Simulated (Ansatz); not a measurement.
## Two Ansatz runs on Mg

The cell is a database entry far from equilibrium at this level of theory, probably a faulty or high-pressure entry; it serves as a test geometry alone. The listed cell was then made from it by scaling, straining or moving an atom.

First run: DFT, PBE, PAW with Ansatz's default frozen-core files, scalar-relativistic (Ansatz 0.2.0).

Command: `ansatz run input.yaml --threads 1 --pin off --max-ram 2048MiB --backend cpu --events-out ev --progress --plain --runs-dir out` The run took 3.4 s on 1 thread of Intel(R) Xeon(R) 6975P-C (Granite Rapids) (shared host), peak memory 0.46 GiB.

```yaml
crystal:
  lattice:
    - [-1.461735, 1.461735, 1.4765]
    - [1.461735, -1.461735, 1.4765]
    - [1.491265, 1.491265, -1.4765]
  atoms:
    - { symbol: Mg, position: [0.0, 0.0, 0.0] }
kpoints:
  mp_grid: { grid: [19, 19, 19] }
scf:
  occupations: { method: fermi_dirac, width: 0.03 }
hamiltonian:
  xc: pbe
  pseudopotentials: { kind: paw }
output:
  forces: true
  stress: true
  eigenvalues: true
  efg: { contact_densities: true }
```

Result: converged; pressure 62.7 GPa; no gap on the k mesh; 6 SCF iterations.

The input is then changed:

```diff
@@ -7,7 +7,8 @@
     - { symbol: Mg, position: [0.0, 0.0, 0.0] }
 kpoints:
-  mp_grid: { grid: [19, 19, 19] }
+  mp_grid: { grid: [13, 13, 13] }
 scf:
   occupations: { method: fermi_dirac, width: 0.03 }
+  convergence: { dr2_threshold: 1.0e-06 }
 hamiltonian:
   xc: pbe
```

**Question.** Predict the outcome of the changed run.

**Answer.** It converged; energy at zero smearing +4.9 meV/atom from the first run; pressure 62.6 GPa; no gap on the k mesh; 6 SCF iterations. Some of these settings are too coarse for converged properties.
